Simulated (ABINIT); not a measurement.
# BAs (F-43m) in ABINIT: settings compared

The runs below take BAs through band structure, equation of state, with PBE, LDA-Teter, PW91, BLYP+D3(BJ).

Program: ABINIT 10.8.3 (patched build). These are calculated values, not measurements. Logs are shortened: lines on timing, memory, paths and dates and some standing lists are left out, and cuts for length are marked. The log counts tension as positive stress, the text compression.

**The experiment to reproduce.**

“Basic Physical Properties of Cubic Boron Arsenide”, 2019, arxiv:1911.11281 quotes, for a bulk crystal of BAs: bulk modulus 148 GPa.

The runs below are set against these values where they give the same quantity.

## Step 1: The structure

Symmetry: F-43m, No. 216, cubic system. The conventional cell has a = 4.777 Å, b = 4.777 Å, c = 4.777 Å, α = 90.00°, β = 90.00°, γ = 90.00°. As (site symmetry -43m) has 4 B at 2.07 Å as nearest neighbours. Around B (site symmetry -43m) lie 4 As at 2.07 Å.

## Step 2: Band structure, PBE, spin-orbit coupling, no magnetisation

Input file run.abi:

```
# Datasets: ground state, then fixed potential
ndtset 2

# Pseudopotentials
pp_dirpath "./"
pseudos "As.GGA_PBE-JTH_sp.xml, B.GGA_PBE-JTH.xml"

# Structure
acell 3*1.0 Angstrom
rprim
     0.0000000000     2.3885000000     2.3885000000
     2.3885000000     0.0000000000     2.3885000000
     2.3885000000     2.3885000000     0.0000000000
ntypat 2
znucl 33 5
natom 2
typat 1 2
xcart
     6.7704162730     6.7704162730     6.7704162730
     0.0000000000     0.0000000000     0.0000000000

# Plane-wave basis
ecut 408.170794 eV
pawecutdg 30.0

# Exchange and correlation
ixc 11

# Bands and occupations
occopt 3
tsmear 0.00183747

# Spin
nspinor 2
nspden 1
pawspnorb 1

# SCF cycle
nstep 100

# Output
iomode 3
prtwf 0
prteig 0
prtebands 0
enunit 1
prtden1 1
prtvha1 1
prtvclmb1 1
prtpot1 1

# Dataset 1
kptopt1 4
ngkpt1 10 10 10
nshiftk1 1
shiftk1 0.0 0.0 0.0
nband1 16
tolvrs1 1.0e-9

# Dataset 2: bands along G-X-W-K-G-L-U-W-L-K
iscf2 -2
getden2 1
nband2 24
nbdbuf2 2
tolwfr2 1.0e-12
kptopt2 -9
ndivsm2 5
prteig2 1
prtvol2 -3
kptbounds2
     0.0000000000     0.0000000000     0.0000000000
     0.5000000000     0.0000000000     0.5000000000
     0.5000000000     0.2500000000     0.7500000000
     0.3750000000     0.3750000000     0.7500000000
     0.0000000000     0.0000000000     0.0000000000
     0.5000000000     0.5000000000     0.5000000000
     0.6250000000     0.2500000000     0.6250000000
     0.5000000000     0.2500000000     0.7500000000
     0.5000000000     0.5000000000     0.5000000000
     0.3750000000     0.3750000000     0.7500000000
```

Potentials or basis: JTH PAW PBE v2.0 sp.

Started as:

```console
$ abinit run.abi > log 2>&1
```

run.abo:

```text
.Version 10.8.3 of ABINIT
 DATASET    1 : space group F2 3 (#196); Bravais cF (face-center cubic)
================================================================================
 Values of the parameters that define the memory need for DATASET  1.
     intxc =       0    ionmov =       0      iscf =      17    lmnmax =       8
     lnmax =       4     mgfft =      24  mpssoang =       2    mqgrid =    3001
     natom =       2  nloc_mem =       2    nspden =       1   nspinor =       2
    nsppol =       1      nsym =      12    n1xccc =       1    ntypat =       2
    occopt =       3   xclevel =       2
       mpw =         532          nfft =       13824          nkpt =          95
 PAW method is used; the additional fine FFT grid is defined by:
   mgfftf=        32    nfftf =     32768
================================================================================
================================================================================

 DATASET    2 : space group F2 3 (#196); Bravais cF (face-center cubic)
================================================================================
 Values of the parameters that define the memory need for DATASET  2.
     intxc =       0    ionmov =       0      iscf =      -2    lmnmax =       8
     lnmax =       4     mgfft =      24  mpssoang =       2    mqgrid =    3001
     natom =       2  nloc_mem =       2    nspden =       1   nspinor =       2
    nsppol =       1      nsym =      12    n1xccc =       1    ntypat =       2
    occopt =       3   xclevel =       2
       mpw =         532          nfft =       13824          nkpt =          87
 PAW method is used; the additional fine FFT grid is defined by:
   mgfftf=        32    nfftf =     32768
================================================================================
================================================================================

--------------------------------------------------------------------------------
------------- Echo of variables that govern the present computation ------------
--------------------------------------------------------------------------------
 -outvars: echo values of preprocessed input variables --------
            acell      1.8897261259E+00  1.8897261259E+00  1.8897261259E+00 Bohr
              amu      7.49215900E+01  1.08110000E+01
             ecut      1.50000000E+01 Hartree
           enunit           1
           getden1          0
           getden2          1
             iscf1         17
[... 1021 lines left out ...]
 ------------------------------------------------
 Atom  Sphere_radius  Integrated_density
    1        2.10392          2.83929717
    2        1.70617          1.78168502

================================================================================

 ----iterations are completed or convergence reached----

 Mean square residual over all n,k,spin=   41.295E-14; max=  99.919E-14
 reduced coordinates (array xred) for    2 atoms
       0.749999999491      0.749999999491      0.749999999491
      -0.000000000509     -0.000000000509     -0.000000000509

 cartesian coordinates (angstrom) at end:
    1      3.58274999756784     3.58274999756784     3.58274999756784
    2     -0.00000000243216    -0.00000000243216    -0.00000000243216
 length scales=  1.889726125908  1.889726125908  1.889726125908 bohr
              =  1.000000000000  1.000000000000  1.000000000000 angstroms
 Eigenvalues (   eV  ) for nkpt=  87  k points:
 kpt#   1, nband= 24, wtk=  1.00000, kpt=  0.0000  0.0000  0.0000 (reduced coord)
 -12.77308  -12.77308    2.48384    2.48384    2.69739    2.69739    2.69739    2.69739
   5.79993    5.79993    6.01654    6.01654    6.01654    6.01654    7.39058    7.39058
  12.35900   12.35900   16.10344   16.10344   16.10344   16.10344   17.37835   17.39006
 kpt#   2, nband= 24, wtk=  1.00000, kpt=  0.0357  0.0000  0.0357 (reduced coord)
 -12.74509  -12.74509    2.34456    2.34456    2.55257    2.55257    2.55984    2.55984
   5.81592    5.81592    6.08243    6.08243    6.18594    6.18594    7.53636    7.53636
  12.47450   12.47450   15.40351   15.40351   16.13673   16.13673   17.44804   17.45330
 kpt#   3, nband= 24, wtk=  1.00000, kpt=  0.0714  0.0000  0.0714 (reduced coord)
 -12.66124  -12.66124    1.97881    1.97881    2.17216    2.17216    2.21370    2.21370
   5.64046    5.64046    6.48977    6.48977    6.62764    6.62764    7.87587    7.87587
  12.80846   12.80846   14.34929   14.34929   16.23662   16.23662   17.63524   17.63975
 kpt#   4, nband= 24, wtk=  1.00000, kpt=  0.1071  0.0000  0.1071 (reduced coord)
 -12.52189  -12.52189    1.45342    1.45342    1.67926    1.67926    1.76849    1.76849
   5.38166    5.38166    7.08538    7.08538    7.23095    7.23095    8.23421    8.23421
  13.32355   13.32355   13.41193   13.41193   16.40310   16.40310   17.94578   17.95578
 kpt#   5, nband= 24, wtk=  1.00000, kpt=  0.1429  0.0000  0.1429 (reduced coord)
[... 317 lines left out ...]
   5.29449    5.30714    9.60813    9.61017   10.21419   10.22112   11.00096   11.08238
  13.68305   13.74477   16.10726   16.10933   18.78300   18.88244   20.28672   20.35450
 kpt#  85, nband= 24, wtk=  1.00000, kpt=  0.4028  0.4028  0.6944 (reduced coord)
  -8.95249   -8.95061   -5.47879   -5.42360   -3.12755   -3.04041   -0.51386   -0.51214
   5.04907    5.06152    9.51760    9.53163   10.89039   10.90591   11.26984   11.33808
  13.44217   13.49512   16.03552   16.03725   19.27804   19.44880   21.02833   21.03119
 kpt#  86, nband= 24, wtk=  1.00000, kpt=  0.3889  0.3889  0.7222 (reduced coord)
  -8.75729   -8.75608   -5.48430   -5.41764   -3.38682   -3.28844   -0.69990   -0.69814
   4.84466    4.85640    8.91968    8.94746   11.50327   11.51653   11.96580   12.03788
  13.28464   13.31981   16.14550   16.14704   19.47462   19.67678   21.88201   21.92120
 kpt#  87, nband= 24, wtk=  1.00000, kpt=  0.3750  0.3750  0.7500 (reduced coord)
  -8.63642   -8.63585   -5.56029   -5.49534   -3.37024   -3.27370   -0.84759   -0.84571
   4.68790    4.69857    8.24962    8.28253   11.96072   11.97446   12.46413   12.54828
  13.41880   13.43353   16.49493   16.49655   19.48327   19.69504   22.42972   22.48754

== END DATASET(S) ==============================================================
================================================================================

 -outvars: echo values of variables after computation  --------
            acell      1.8897261259E+00  1.8897261259E+00  1.8897261259E+00 Bohr
           etotal1    -9.2889944709E+00
            fcart1    -0.0000000000E+00 -0.0000000000E+00 -0.0000000000E+00
                      -0.0000000000E+00 -0.0000000000E+00 -0.0000000000E+00
            rprim      0.0000000000E+00  2.3885000000E+00  2.3885000000E+00
                       2.3885000000E+00  0.0000000000E+00  2.3885000000E+00
                       2.3885000000E+00  2.3885000000E+00  0.0000000000E+00
           strten1    -1.1527038693E-04 -1.1527038693E-04 -1.1527038693E-04
                       0.0000000000E+00  0.0000000000E+00  0.0000000000E+00
           xangst      3.5827499976E+00  3.5827499976E+00  3.5827499976E+00
                      -2.4321557188E-09 -2.4321557188E-09 -2.4321557188E-09
             xred      7.4999999949E-01  7.4999999949E-01  7.4999999949E-01
                      -5.0913873118E-10 -5.0913873118E-10 -5.0913873118E-10
 Calculation completed.
```

Wall time 63 s (1 thread of Arm Neoverse V2, shared host); peak memory 0.12 GiB.

What came out:

```
Free energy                                           : -252.7664 eV
Pressure                                              : 3.4 GPa
Band gap on the k mesh                                : 1.12 eV, indirect (least direct gap 3.10 eV)
Band gap along the path                               : 1.12 eV, indirect (least direct gap 3.10 eV)
Valence electrons inside the program's atomic spheres : As 2.84; B 1.78
```

Levels at the corners of the path, in eV from the valence-band top:
```csv
point,band 5,band 6,band 7,band 8,band 9,band 10,band 11,band 12
Γ,0.00,0.00,0.00,0.00,3.10,3.10,3.32,3.32
X,-4.20,-4.20,-4.07,-4.07,1.37,1.37,1.39,1.39
W,-5.63,-5.49,-5.27,-5.26,5.29,5.29,5.97,5.97
K,-6.07,-5.97,-3.54,-3.54,1.99,2.00,5.55,5.59
Γ,0.00,0.00,0.00,0.00,3.10,3.10,3.32,3.32
L,-1.95,-1.95,-1.81,-1.81,2.66,2.66,4.72,4.72
U,-6.07,-5.97,-3.54,-3.54,1.99,2.00,5.55,5.59
W,-5.63,-5.49,-5.27,-5.26,5.29,5.29,5.97,5.97
L,-1.95,-1.95,-1.81,-1.81,2.66,2.66,4.72,4.72
K,-6.07,-5.97,-3.54,-3.54,1.99,2.00,5.55,5.59
```

Caveat: this set keeps more shells in the core, which shifts pressures and gaps. PBE gaps usually lie below the measured ones, often by a third to a half.

## Step 3: Band structure, LDA-Teter

run.abi, as its differences from that of step 2:

```diff
@@ -5,10 +5,10 @@
 pp_dirpath "./"
-pseudos "As.GGA_PBE-JTH_sp.xml, B.GGA_PBE-JTH.xml"
+pseudos "As.LDA_PW-JTH_sp.xml, B.LDA_PW-JTH.xml"
 
 # Structure
-acell 3*1.0 Angstrom
+acell 3.3778490937 3.3778490937 3.3778490937 Angstrom
 rprim
-     0.0000000000     2.3885000000     2.3885000000
-     2.3885000000     0.0000000000     2.3885000000
-     2.3885000000     2.3885000000     0.0000000000
+     0.0000000000     0.7071067812     0.7071067812
+     0.7071067812     0.0000000000     0.7071067812
+     0.7071067812     0.7071067812     0.0000000000
 ntypat 2
@@ -26,3 +26,3 @@
 # Exchange and correlation
-ixc 11
+ixc 1
 
@@ -30,8 +30,3 @@
 occopt 3
-tsmear 0.00183747
-
-# Spin
-nspinor 2
-nspden 1
-pawspnorb 1
+tsmear 0.05 eV
 
@@ -47,8 +42,5 @@
 prtden1 1
-prtvha1 1
-prtvclmb1 1
-prtpot1 1
 
 # Dataset 1
-kptopt1 4
+kptopt1 1
 ngkpt1 10 10 10
@@ -56,3 +48,3 @@
 shiftk1 0.0 0.0 0.0
-nband1 16
+nband1 8
 tolvrs1 1.0e-9
@@ -62,3 +54,3 @@
 getden2 1
-nband2 24
+nband2 12
 nbdbuf2 2
```

Potentials or basis: JTH PAW LDA v2.0 sp.

Started as:

```console
$ abinit run.abi > log 2>&1
```

Run time: 11 s. Hardware: 1 thread of Arm Neoverse V2, shared host; peak memory 0.11 GiB.

Results (log left out):

```
Free energy                                           : -255.4817 eV
Pressure                                              : -3.1 GPa
Band gap on the k mesh                                : 1.13 eV, indirect (least direct gap 3.29 eV)
Band gap along the path                               : 1.13 eV, indirect (least direct gap 3.29 eV)
Valence electrons inside the program's atomic spheres : As 2.86; B 1.77
```

Levels at the corners of the path, in eV from the valence-band top:
| point | band 1 | band 2 | band 3 | band 4 | band 5 | band 6 | band 7 | band 8 | band 9 |
| --- | --- | --- | --- | --- | --- | --- | --- | --- | --- |
| Γ | -15.39 | 0.00 | 0.00 | 0.00 | 3.29 | 3.29 | 3.29 | 4.72 | 9.50 |
| X | -11.28 | -8.42 | -4.06 | -4.06 | 1.34 | 1.43 | 11.35 | 11.35 | 12.81 |
| W | -11.12 | -7.95 | -5.49 | -5.22 | 5.28 | 5.95 | 6.76 | 7.14 | 12.34 |
| K | -11.31 | -8.05 | -5.97 | -3.47 | 2.01 | 5.56 | 9.27 | 9.75 | 10.66 |
| Γ | -15.39 | 0.00 | 0.00 | 0.00 | 3.29 | 3.29 | 3.29 | 4.72 | 9.50 |
| L | -12.55 | -8.75 | -1.81 | -1.81 | 2.71 | 4.80 | 4.80 | 8.89 | 12.61 |
| U | -11.31 | -8.05 | -5.97 | -3.47 | 2.01 | 5.56 | 9.27 | 9.75 | 10.66 |
| W | -11.12 | -7.95 | -5.49 | -5.22 | 5.28 | 5.95 | 6.76 | 7.14 | 12.34 |
| L | -12.55 | -8.75 | -1.81 | -1.81 | 2.71 | 4.80 | 4.80 | 8.89 | 12.61 |
| K | -11.31 | -8.05 | -5.97 | -3.47 | 2.01 | 5.56 | 9.27 | 9.75 | 10.66 |

Caveat: this set keeps more shells in the core, which shifts pressures and gaps.

## Step 4: Equation of state, PW91

Input file run.abi:

```
# Datasets: one volume each
ndtset 7
getwfk -1
scalecart1 3*0.9795861087
scalecart2 3*0.9864848297
scalecart3 3*0.9932883884
scalecart4 3*1.0000000000
scalecart5 3*1.0066227096
scalecart6 3*1.0131594038
scalecart7 3*1.0196128224

# Pseudopotentials
pp_dirpath "./"
pseudos "As.GGA_PBE-JTH_sp.xml, B.GGA_PBE-JTH.xml"

# Structure
acell 3*1.0 Angstrom
rprim
     0.0000000000     2.3885000000     2.3885000000
     2.3885000000     0.0000000000     2.3885000000
     2.3885000000     2.3885000000     0.0000000000
ntypat 2
znucl 33 5
natom 2
typat 1 2
xred
     0.7500000000     0.7500000000     0.7500000000
     0.0000000000     0.0000000000     0.0000000000

# Plane-wave basis
ecut 15.0
pawecutdg 30.0

# k points
kptopt 1
ngkpt 10 10 10
nshiftk 1
shiftk 0.0 0.0 0.0

# Exchange and correlation
ixc -109134

# Bands and occupations
nband 8
occopt 3
tsmear 0.00183747

# SCF cycle
nstep 100
tolvrs 1.0e-9

# Output
iomode 3
prtwf 1
prtden 0
prteig 0
prtebands 0
enunit 2
```

Potentials or basis: JTH PAW PBE v2.0 sp.

Started as:

```console
$ abinit run.abi > log 2>&1
```

It took 48 s on 1 thread of Arm Neoverse V2, shared host; peak memory 0.12 GiB.

Results (log left out):

```yaml
Equilibrium_volume: 13.97 Å³/atom
Bulk_modulus: 133 GPa
Pressure_derivative_of_the_bulk_modulus: 3.9
```

Energy against volume, from the lowest point:
```
volume (Å³/atom)  energy (meV/atom)
          12.809              45.73
          13.081              25.81
          13.354              11.87
          13.626               3.44
          13.899               0.00
          14.171               1.02
          14.444               6.17
```

Caveat: pressures at fixed basis lie under the slope of the energies; the PAW data sets were made with another functional, which shifts forces and pressure a little; this set keeps more shells in the core, which shifts pressures and gaps.

## Step 5: Equation of state, BLYP+D3(BJ)

run.abi, as its differences from that of step 4:

```diff
@@ -13,10 +13,10 @@
 pp_dirpath "./"
-pseudos "As.GGA_PBE-JTH_sp.xml, B.GGA_PBE-JTH.xml"
+pseudos "As.GGA_PBE-JTH.xml, B.GGA_PBE-JTH.xml"
 
 # Structure
-acell 3*1.0 Angstrom
+acell 3*1.0
 rprim
-     0.0000000000     2.3885000000     2.3885000000
-     2.3885000000     0.0000000000     2.3885000000
-     2.3885000000     2.3885000000     0.0000000000
+     0.0000000000     4.5136108487     4.5136108487
+     4.5136108487     0.0000000000     4.5136108487
+     4.5136108487     4.5136108487     0.0000000000
 ntypat 2
@@ -40,8 +40,9 @@
 # Exchange and correlation
-ixc -109134
+ixc -106131
+vdw_xc 7
 
 # Bands and occupations
-nband 8
+nband 13
 occopt 3
-tsmear 0.00183747
+tsmear 0.05 eV
```

Potentials or basis: JTH PAW PBE v2.0.

Started as:

```console
$ abinit run.abi > log 2>&1
```

Wall time 64 s (1 thread of Arm Neoverse V2, shared host); peak memory 0.13 GiB.

Results (log left out):

| Item | Value |
| --- | --- |
| Equilibrium volume | 13.53 Å³/atom |
| Bulk modulus | 136 GPa |
| Pressure derivative of the bulk modulus | 4.2 |

Energy against volume, from the lowest point:
| volume (Å³/atom) | energy (meV/atom) |
| --- | --- |
| 12.809 | 17.66 |
| 13.081 | 6.44 |
| 13.354 | 0.72 |
| 13.626 | 0.00 |
| 13.899 | 3.80 |
| 14.171 | 11.60 |
| 14.444 | 23.07 |

Caveat: pressures at fixed basis lie under the slope of the energies; the PAW data sets were made with another functional, which shifts forces and pressure a little.

## Step 6: The runs side by side

```tsv
task	level	potentials or basis	spin	gap on the mesh (eV)	pressure (GPa)	V0 of scaled cells (Å³/atom)	B0 (GPa)
band structure	PBE	JTH PAW PBE v2.0 sp	SOC, no magnetisation	1.12	3.4	-	-
band structure	LDA-Teter	JTH PAW LDA v2.0 sp	off	1.13	-3.1	-	-
equation of state	PW91	JTH PAW PBE v2.0 sp	off	-	-	13.97	133
equation of state	BLYP+D3(BJ)	JTH PAW PBE v2.0	off	-	-	13.53	136
```

Alike in all rows: cell as given; k mesh 10 × 10 × 10; cutoff (eV) 408; smearing fermi-dirac 0.05 eV.

Caveats: this set keeps more shells in the core, which shifts pressures and gaps (some runs); pressures at fixed basis lie under the slope of the energies (some runs); the PAW data sets were made with another functional, which shifts forces and pressure a little (some runs).

Absolute energies hang on the potentials; compare differences alone.

## Step 7: How close it comes

Step 4. A measured bulk modulus of BAs is 148 GPa (quoted in “Basic Physical Properties of Cubic Boron Arsenide”, 2019, arxiv:1911.11281); the calculated 133 GPa misses it by -10.5 %. The fit is for a static lattice scaled at fixed shape and fixed fractional positions.

Step 5. Measured bulk modulus of BAs: 148 GPa (quoted in “Basic Physical Properties of Cubic Boron Arsenide”, 2019, arxiv:1911.11281). This calculation gives 136 GPa (-8.2 %). The fit is for a static lattice scaled at fixed shape and fixed fractional positions.
